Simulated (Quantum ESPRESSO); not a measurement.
# V (Im-3m) in Quantum ESPRESSO: convergence with wavefunction cutoff

Aim: find how far wavefunction cutoff must go before the results for V settle, at PBE. This setting moves, with any that are tied to it; all else stays.

Everything below comes from runs of Quantum ESPRESSO 7.5. Logs are shortened: lines on timing, memory, paths and dates and some standing lists are left out, and cuts for length are marked.

### Step 1. The crystal as given

Symmetry: Im-3m, No. 229, cubic system. Conventional cell: a = 3.029 Å, b = 3.029 Å, c = 3.029 Å, α = 90.00°, β = 90.00°, γ = 90.00°. V (site symmetry m-3m) is surrounded by 8 V at 2.62 Å.

### Step 2. With wavefunction cutoff 28 Ry

pw.in

```
&CONTROL
  calculation = 'scf'
  prefix = 'pwscf'
  outdir = './tmp'
  pseudo_dir = './pseudo'
  tprnfor = .true.
  tstress = .true.
  disk_io = 'nowf'
/
&SYSTEM
  ibrav = 0
  nat = 1
  ntyp = 1
  ecutwfc = 28
  nbnd = 15
  occupations = 'smearing'
  smearing = 'fd'
  degauss = 0.00367493
  nspin = 2
  starting_magnetization(1) = 0.1538
/
&ELECTRONS
  conv_thr = 2d-10
  electron_maxstep = 120
  mixing_beta = 0.3
/
ATOMIC_SPECIES
V     50.9415 V_ONCV_PBE-1.2.upf
CELL_PARAMETERS angstrom
  -1.5143500000    1.5143500000    1.5143500000
   1.5143500000   -1.5143500000    1.5143500000
   1.5143500000    1.5143500000   -1.5143500000
ATOMIC_POSITIONS crystal
V      0.0000000000    0.0000000000    0.0000000000
K_POINTS automatic
12 12 12 0 0 0
```

Potentials or basis: SG15 PBE 1.2.

Command:

```console
OMP_NUM_THREADS=1 pw.x -in pw.in > pw.out
```

It took 14 s on 1 thread of Arm Neoverse V1, shared host; peak memory 0.05 GiB.

What came out:

* Free energy: -1922.9313 eV
* Pressure: -447.4 GPa
* Band gap on the k mesh: none (metal or under the smearing width)
* Net moment: 0.00 μB per cell
* Absolute moment: 0.00 μB per cell
* Valence electrons inside the program's atomic spheres: V 11.12

### Step 3. With wavefunction cutoff 35 Ry

Changes to pw.in since step 2:

```diff
@@ -13,3 +13,3 @@
   ntyp = 1
-  ecutwfc = 28
+  ecutwfc = 35
   nbnd = 15
```

Potentials or basis: SG15 PBE 1.2.

Command:

```console
OMP_NUM_THREADS=1 pw.x -in pw.in > pw.out
```

Run time: 12 s. Hardware: 1 thread of Arm Neoverse V1, shared host; peak memory 0.05 GiB.

What came out:

```yaml
Free_energy: -1931.8486 eV
Pressure: -190.3 GPa
Band_gap_on_the_k_mesh: none (metal or under the smearing width)
Net_moment: 0.00 μB per cell
Absolute_moment: 0.00 μB per cell
Valence_electrons_inside_the_program's_atomic_spheres: V 11.26
```

### Step 4. With wavefunction cutoff 42 Ry

Changes to pw.in since step 3:

```diff
@@ -13,3 +13,3 @@
   ntyp = 1
-  ecutwfc = 35
+  ecutwfc = 42
   nbnd = 15
```

Command:

```console
OMP_NUM_THREADS=1 pw.x -in pw.in > pw.out
```

Wall time 31 s (1 thread of Arm Neoverse V1, shared host); peak memory 0.05 GiB.

Results:

- Free energy: -1934.4580 eV
- Pressure: -69.0 GPa
- Band gap on the k mesh: none (metal or under the smearing width)
- Net moment: 0.00 μB per cell
- Absolute moment: 0.00 μB per cell
- Valence electrons inside the program's atomic spheres: V 11.30

### Step 5. With wavefunction cutoff 49 Ry

Changes to pw.in since step 4:

```diff
@@ -13,3 +13,3 @@
   ntyp = 1
-  ecutwfc = 42
+  ecutwfc = 49
   nbnd = 15
```

Command:

```console
OMP_NUM_THREADS=1 pw.x -in pw.in > pw.out
```

It took 31 s on 1 thread of Arm Neoverse V1, shared host; peak memory 0.05 GiB.

Results:

- Free energy: -1935.1539 eV
- Pressure: -18.3 GPa
- Band gap on the k mesh: none (metal or under the smearing width)
- Net moment: 0.00 μB per cell
- Absolute moment: 0.00 μB per cell
- Valence electrons inside the program's atomic spheres: V 11.31

### Step 6. With wavefunction cutoff 56 Ry

Changes to pw.in since step 5:

```diff
@@ -13,3 +13,3 @@
   ntyp = 1
-  ecutwfc = 49
+  ecutwfc = 56
   nbnd = 15
```

Potentials or basis: SG15 PBE 1.2.

Command:

```console
OMP_NUM_THREADS=1 pw.x -in pw.in > pw.out
```

Wall time 36 s (1 thread of Arm Neoverse V1, shared host); peak memory 0.05 GiB.

It converged, with:

```yaml
Free_energy: -1935.2541 eV
Pressure: -6.6 GPa
Band_gap_on_the_k_mesh: none (metal or under the smearing width)
Net_moment: 0.00 μB per cell
Absolute_moment: 0.00 μB per cell
Valence_electrons_inside_the_program's_atomic_spheres: V 11.31
```

### Step 7. With wavefunction cutoff 63 Ry

Changes to pw.in since step 6:

```diff
@@ -13,3 +13,3 @@
   ntyp = 1
-  ecutwfc = 56
+  ecutwfc = 63
   nbnd = 15
```

Command:

```console
OMP_NUM_THREADS=1 pw.x -in pw.in > pw.out
```

It took 36 s on 1 thread of Arm Neoverse V1, shared host; peak memory 0.06 GiB.

It converged, with:

```yaml
Free_energy: -1935.2625 eV
Pressure: -5.3 GPa
Band_gap_on_the_k_mesh: none (metal or under the smearing width)
Net_moment: 0.00 μB per cell
Absolute_moment: 0.00 μB per cell
Valence_electrons_inside_the_program's_atomic_spheres: V 11.31
```

### Step 8. With wavefunction cutoff 70 Ry

Changes to pw.in since step 7:

```diff
@@ -13,3 +13,3 @@
   ntyp = 1
-  ecutwfc = 63
+  ecutwfc = 70
   nbnd = 15
```

Command:

```console
OMP_NUM_THREADS=1 pw.x -in pw.in > pw.out
```

Run time: 59 s. Hardware: 1 thread of Arm Neoverse V1, shared host; peak memory 0.06 GiB.

It converged, with:

```
Free energy                                           : -1935.2656 eV
Pressure                                              : -5.4 GPa
Band gap on the k mesh                                : none (metal or under the smearing width)
Net moment                                            : 0.00 μB per cell
Absolute moment                                       : 0.00 μB per cell
Valence electrons inside the program's atomic spheres : V 11.31
```

### Step 9. With wavefunction cutoff 84 Ry

Changes to pw.in since step 8:

```diff
@@ -13,3 +13,3 @@
   ntyp = 1
-  ecutwfc = 70
+  ecutwfc = 84
   nbnd = 15
```

Potentials or basis: SG15 PBE 1.2.

Command:

```console
OMP_NUM_THREADS=1 pw.x -in pw.in > pw.out
```

It took 71 s on 1 thread of Arm Neoverse V1, shared host; peak memory 0.08 GiB.

The run converged. Its results:

```
Free energy                                           : -1935.2688 eV
Pressure                                              : -5.2 GPa
Band gap on the k mesh                                : none (metal or under the smearing width)
Net moment                                            : 0.00 μB per cell
Absolute moment                                       : 0.00 μB per cell
Valence electrons inside the program's atomic spheres : V 11.31
```

### Step 10. With wavefunction cutoff 105 Ry

Changes to pw.in since step 9:

```diff
@@ -13,3 +13,3 @@
   ntyp = 1
-  ecutwfc = 84
+  ecutwfc = 105
   nbnd = 15
```

Potentials or basis: SG15 PBE 1.2.

Command:

```console
OMP_NUM_THREADS=1 pw.x -in pw.in > pw.out
```

pw.out:

```text
This program is part of the open-source Quantum ESPRESSO suite
     for quantum simulation of materials; please cite
[... 6 lines left out ...]
     using ibrav=0 with symmetry is DISCOURAGED, use correct ibrav instead

     G-vector sticks info
     --------------------
     sticks:   dense  smooth     PW     G-vecs:    dense   smooth      PW
     Sum         773     773    277                13571    13571    2899

     Using Slab Decomposition

     bravais-lattice index     =            0
     lattice parameter (alat)  =       4.9566  a.u.
     unit-cell volume          =      93.7423 (a.u.)^3
     number of atoms/cell      =            1
     number of atomic types    =            1
     number of electrons       =        13.00
     number of Kohn-Sham states=           15
     kinetic-energy cutoff     =     105.0000  Ry
     charge density cutoff     =     420.0000  Ry
     scf convergence threshold =      2.0E-10
     mixing beta               =       0.3000
     number of iterations used =            8  plain     mixing
     Exchange-correlation= PBE
                           (   1   4   3   4   0   0   0)

     celldm(1)=   4.956621  celldm(2)=   0.000000  celldm(3)=   0.000000
     celldm(4)=   0.000000  celldm(5)=   0.000000  celldm(6)=   0.000000

     crystal axes: (cart. coord. in units of alat)
               a(1) = (  -0.577350   0.577350   0.577350 )
               a(2) = (   0.577350  -0.577350   0.577350 )
               a(3) = (   0.577350   0.577350  -0.577350 )

     reciprocal axes: (cart. coord. in units 2 pi/alat)
               b(1) = ( -0.000000  0.866025  0.866025 )
               b(2) = (  0.866025 -0.000000  0.866025 )
               b(3) = (  0.866025  0.866025  0.000000 )

     PseudoPot. # 1 for V  read from file:
     V_ONCV_PBE-1.2.upf
     Pseudo is Norm-conserving, Zval = 13.0
     Generated using ONCVPSP code by D. R. Hamann
     Using radial grid of  602 points,  6 beta functions with:
                l(1) =   0
                l(2) =   0
                l(3) =   1
                l(4) =   1
                l(5) =   2
                l(6) =   2

     atomic species   valence    mass     pseudopotential
     V                13.00    50.94150     V ( 1.00)

     Starting magnetic structure
     atomic species   magnetization
     V               0.154

     48 Sym. Ops., with inversion, found

   Cartesian axes

     site n.     atom                  positions (alat units)
         1        V      tau(   1) = (   0.0000000   0.0000000   0.0000000  )

     number of k points=    72  Fermi-Dirac smearing, width (Ry)=  0.0037
                       cart. coord. in units 2pi/alat
        k(    1) = (   0.0000000   0.0000000   0.0000000), wk =   0.0005787
        k(    2) = (   0.0721688   0.0721688   0.0000000), wk =   0.0069444
        k(    3) = (   0.1443376   0.1443376   0.0000000), wk =   0.0069444
        k(    4) = (   0.2165064   0.2165064   0.0000000), wk =   0.0069444
        k(    5) = (   0.2886751   0.2886751   0.0000000), wk =   0.0069444
        k(    6) = (   0.3608439   0.3608439   0.0000000), wk =   0.0069444
[... 64 lines left out ...]
        k(   71) = (  -0.8660254  -0.0721688  -0.0721688), wk =   0.0069444
        k(   72) = (  -0.8660254  -0.8660254  -0.8660254), wk =   0.0005787

     Dense  grid:    13571 G-vectors     FFT dimensions: (  36,  36,  36)

     Generating pointlists ...
     new r_m :   0.4125 (alat units)  2.0446 (a.u.) for type    1

     Initial potential from superposition of free atoms

     starting charge      12.9150, renormalised to      13.0000
     Starting wfcs are random

     Self-consistent Calculation

     iteration #  1     ecut=   105.00 Ry     beta= 0.30
     Davidson diagonalization with overlap
     ethr =  1.00E-02,  avg # of iterations =  8.1

     total energy              =    -142.20670065 Ry
     estimated scf accuracy    <       0.14843047 Ry

     total magnetization       =     0.82 Bohr mag/cell
     absolute magnetization    =     0.82 Bohr mag/cell

     iteration #  2     ecut=   105.00 Ry     beta= 0.30
     Davidson diagonalization with overlap
     ethr =  1.14E-03,  avg # of iterations =  1.5

     total energy              =    -142.22805049 Ry
     estimated scf accuracy    <       0.02555848 Ry

     total magnetization       =     0.78 Bohr mag/cell
     absolute magnetization    =     0.78 Bohr mag/cell

     iteration #  3     ecut=   105.00 Ry     beta= 0.30
     Davidson diagonalization with overlap
     ethr =  1.97E-04,  avg # of iterations =  1.8

     total energy              =    -142.23682071 Ry
     estimated scf accuracy    <       0.00823136 Ry

     total magnetization       =     0.68 Bohr mag/cell
     absolute magnetization    =     0.68 Bohr mag/cell

     iteration #  4     ecut=   105.00 Ry     beta= 0.30
     Davidson diagonalization with overlap
     ethr =  6.33E-05,  avg # of iterations =  1.2

     total energy              =    -142.23920470 Ry
     estimated scf accuracy    <       0.00015258 Ry

     total magnetization       =     0.45 Bohr mag/cell
     absolute magnetization    =     0.45 Bohr mag/cell

     iteration #  5     ecut=   105.00 Ry     beta= 0.30
     Davidson diagonalization with overlap
     ethr =  1.17E-06,  avg # of iterations =  3.0

     total energy              =    -142.23932491 Ry
     estimated scf accuracy    <       0.00008096 Ry

     total magnetization       =     0.45 Bohr mag/cell
     absolute magnetization    =     0.45 Bohr mag/cell

     iteration #  6     ecut=   105.00 Ry     beta= 0.30
     Davidson diagonalization with overlap
     ethr =  6.23E-07,  avg # of iterations =  1.1

     total energy              =    -142.23922482 Ry
     estimated scf accuracy    <       0.00003383 Ry

     total magnetization       =     0.37 Bohr mag/cell
     absolute magnetization    =     0.38 Bohr mag/cell

     iteration #  7     ecut=   105.00 Ry     beta= 0.30
     Davidson diagonalization with overlap
     ethr =  2.60E-07,  avg # of iterations =  1.1

     total energy              =    -142.23924764 Ry
     estimated scf accuracy    <       0.00005718 Ry

     total magnetization       =     0.43 Bohr mag/cell
     absolute magnetization    =     0.43 Bohr mag/cell
[... 68 lines left out ...]
     total magnetization       =     0.01 Bohr mag/cell
     absolute magnetization    =     0.01 Bohr mag/cell

     iteration # 15     ecut=   105.00 Ry     beta= 0.30
     Davidson diagonalization with overlap
     ethr =  3.81E-11,  avg # of iterations =  1.9

     total energy              =    -142.23984207 Ry
     estimated scf accuracy    <          4.2E-09 Ry

     total magnetization       =     0.01 Bohr mag/cell
     absolute magnetization    =     0.01 Bohr mag/cell

     iteration # 16     ecut=   105.00 Ry     beta= 0.30
     Davidson diagonalization with overlap
     ethr =  3.25E-11,  avg # of iterations =  1.0

     total energy              =    -142.23984207 Ry
     estimated scf accuracy    <          3.9E-09 Ry

     total magnetization       =     0.01 Bohr mag/cell
     absolute magnetization    =     0.01 Bohr mag/cell

     iteration # 17     ecut=   105.00 Ry     beta= 0.30
     Davidson diagonalization with overlap
     ethr =  3.03E-11,  avg # of iterations =  1.0

     total energy              =    -142.23984181 Ry
     estimated scf accuracy    <          3.3E-09 Ry

     total magnetization       =     0.01 Bohr mag/cell
     absolute magnetization    =     0.01 Bohr mag/cell

     iteration # 18     ecut=   105.00 Ry     beta= 0.30
     Davidson diagonalization with overlap
     ethr =  2.56E-11,  avg # of iterations =  2.0

     total energy              =    -142.23984207 Ry
     estimated scf accuracy    <          5.2E-10 Ry

     total magnetization       =     0.00 Bohr mag/cell
     absolute magnetization    =     0.00 Bohr mag/cell

     iteration # 19     ecut=   105.00 Ry     beta= 0.30
     Davidson diagonalization with overlap
     ethr =  4.03E-12,  avg # of iterations =  2.0

     Magnetic moment per site  (integrated on atomic sphere of radius R)
     atom   1 (R=0.412)  charge= 11.3082  magn= -0.0000

     End of self-consistent calculation

     Number of k-points >= 100: set verbosity='high' to print the bands.

     the Fermi energy is    16.1334 ev

!    total energy              =    -142.23984213 Ry
     estimated scf accuracy    <          2.5E-11 Ry
     smearing contrib. (-TS)   =      -0.00130158 Ry
     internal energy E=F+TS    =    -142.23854055 Ry

     The total energy is F=E-TS. E is the sum of the following terms:
     one-electron contribution =     -46.71082698 Ry
     hartree contribution      =      28.88346310 Ry
     xc contribution           =     -16.95249812 Ry
     ewald contribution        =    -107.45867855 Ry

     total magnetization       =    -0.00 Bohr mag/cell
     absolute magnetization    =     0.00 Bohr mag/cell

     convergence has been achieved in  19 iterations

     Forces acting on atoms (cartesian axes, Ry/au):

     atom    1 type  1   force =     0.00000000    0.00000000    0.00000000

     Total force =     0.000000     Total SCF correction =     0.000000

     Computing stress (Cartesian axis) and pressure

          total   stress  (Ry/bohr**3)                   (kbar)     P=      -52.96
  -0.00036001  -0.00000000  -0.00000000          -52.96       -0.00       -0.00
  -0.00000000  -0.00036001  -0.00000000           -0.00      -52.96       -0.00
  -0.00000000  -0.00000000  -0.00036001           -0.00       -0.00      -52.96

=------------------------------------------------------------------------------=
   JOB DONE.
=------------------------------------------------------------------------------=
```

It took 2.1 min on 1 thread of Arm Neoverse V1, shared host; peak memory 0.1 GiB.

What came out:

```
Free energy                                           : -1935.2716 eV
Pressure                                              : -5.3 GPa
Band gap on the k mesh                                : none (metal or under the smearing width)
Net moment                                            : 0.00 μB per cell
Absolute moment                                       : 0.00 μB per cell
Valence electrons inside the program's atomic spheres : V 11.31
```

### Step 11. The series at a glance

```csv
wavefunction cutoff,"energy less the tightest run, at zero smearing (meV/atom)",pressure (GPa),SCF cycles,CPU time (s),peak memory (GiB)
28 Ry,12337.55,-447.37,14,14,0.05
35 Ry,3422.72,-190.26,15,12,0.05
42 Ry,813.28,-68.98,16,31,0.05
49 Ry,117.75,-18.29,15,31,0.05
56 Ry,17.50,-6.64,16,36,0.05
63 Ry,9.10,-5.33,16,36,0.06
70 Ry,6.05,-5.39,16,59,0.06
84 Ry,2.85,-5.22,18,71,0.08
105 Ry,0.00,-5.30,19,130,0.1
```

Against the tightest run, the pressure stays within 0.1 GPa from 63 Ry on. Not settled before the last step: the energy (to 1 meV/atom). The tightest run that finished is the yardstick and may itself not be fully converged.
